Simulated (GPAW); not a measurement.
The system is CoO.

```xyz
2
Lattice="1.6022 0.9250 2.5665 -1.6022 0.9250 2.5665 0.0000 -1.8501 2.5665" Properties=species:S:1:pos:R:3 pbc="T T T"
Co    0.0000    0.0000    7.6915
O     0.0000    0.0000    5.7824
```

Measurements of this composition are mostly on another form, of space group No. 225.

Base run:

| Item | Value |
| --- | --- |
| Program | GPAW 26.7.0 |
| Functional | PBE |
| Potentials or basis | GPAW PAW data sets (gpaw-data 1.2.1) |
| Cutoff | 800 eV |
| Basis | pw |
| k mesh | 10 × 10 × 10 |
| Occupations | fermi-dirac, width 0.05 eV |
| Spin | collinear spin, ferromagnetic start |
| Starting moments | [2.0, 0.0] μB |

Its results: band gap on the k mesh none (metal or under the smearing width); pressure 0.8 GPa; net moment 2.75 μB per cell; site moments Co +2.32; O +0.23 μB; largest force 0.291 eV/Å.

Q: The run is repeated on the same cell with these changes: cutoff from 800 eV to 650 eV; k mesh from 10 × 10 × 10 to 8 × 8 × 8. What comes out?

A: Band gap on the k mesh none (metal or under the smearing width); pressure -0.8 GPa; net moment 2.76 μB per cell; site moments Co +2.33; O +0.23 μB; largest force 0.291 eV/Å.

Caveats: a cell with one magnetic atom can't hold antiferromagnetic order, which such compounds often take; semilocal functionals often make such compounds metallic where correlation or magnetic order opens a gap, which also shifts bond lengths; the cutoff is short for stress and forces, so pressures can be off by a GPa or more (some runs).
